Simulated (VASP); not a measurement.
Input of a VASP 6.6.1 run:

The input POSCAR:

```
GaN
1.0
    3.2594442404      0.0000000000      0.0000000000
   -1.6297221202      2.8227615144      0.0000000000
    0.0000000000      0.0000000000      4.8643928554
Ga N
2 2
Direct
    0.3333333333      0.6666666667      0.2500000000
    0.6666666667      0.3333333333      0.7500000000
    0.6666666667      0.3333333333      0.2500000000
    0.3333333333      0.6666666667      0.7500000000
```

Contents of INCAR.step1:

```
ALGO     = Normal         # electronic algorithm
EDIFF    = 1E-4           # SCF threshold, eV
ENCUT    = 520            # plane-wave cutoff, eV
GGA      = PE             # functional
ISMEAR   = 0              # smearing method
LASPH    = T              # aspherical terms in the spheres
LCHARG   = F              # write CHGCAR
LREAL    = F              # projectors in reciprocal space
LWAVE    = T              # write WAVECAR
NBANDS   = 26             # bands
NELM     = 100            # most SCF steps
PREC     = Accurate       # precision mode
SIGMA    = 0.01           # smearing width, eV
```

INCAR.step2

```
ALGO     = Normal         # electronic algorithm
EDIFF    = 1E-7           # SCF threshold, eV
ENCUT    = 520            # plane-wave cutoff, eV
ISIF     = 2              # what is computed and relaxed
ISMEAR   = 0              # smearing method
ISTART   = 1            
LASPH    = T              # aspherical terms in the spheres
LCHARG   = T              # write CHGCAR
LELF     = T              # ELF
LMIXTAU  = T            
LREAL    = F              # projectors in reciprocal space
LVHAR    = T            
LWAVE    = F              # write WAVECAR
METAGGA  = R2SCAN         # meta-GGA
NBANDS   = 26             # bands
NELM     = 100            # most SCF steps
PREC     = Accurate       # precision mode
SIGMA    = 0.01           # smearing width, eV
```

File KPOINTS:

```
k-points
0
Gamma
  12 12 6
```

Potentials or basis: VASP PAW PBE potentials, release 64 (Ga_d, N).

Launch:

```console
$ cat potpaw_PBE.64/Ga_d/POTCAR potpaw_PBE.64/N/POTCAR > POTCAR
$ cp INCAR.step1 INCAR
$ mpirun -np 1 vasp_std > vasp.out
$ cp INCAR.step2 INCAR
$ mpirun -np 1 vasp_std > vasp.out
```

(1) What does it give for the pressure?

(2) Predict the band gap on the k mesh.

Answers

(1) 4.6 GPa.

(2) 2.00 eV, direct.

Caveat: the PAW data sets were made with another functional, which shifts forces and pressure a little.
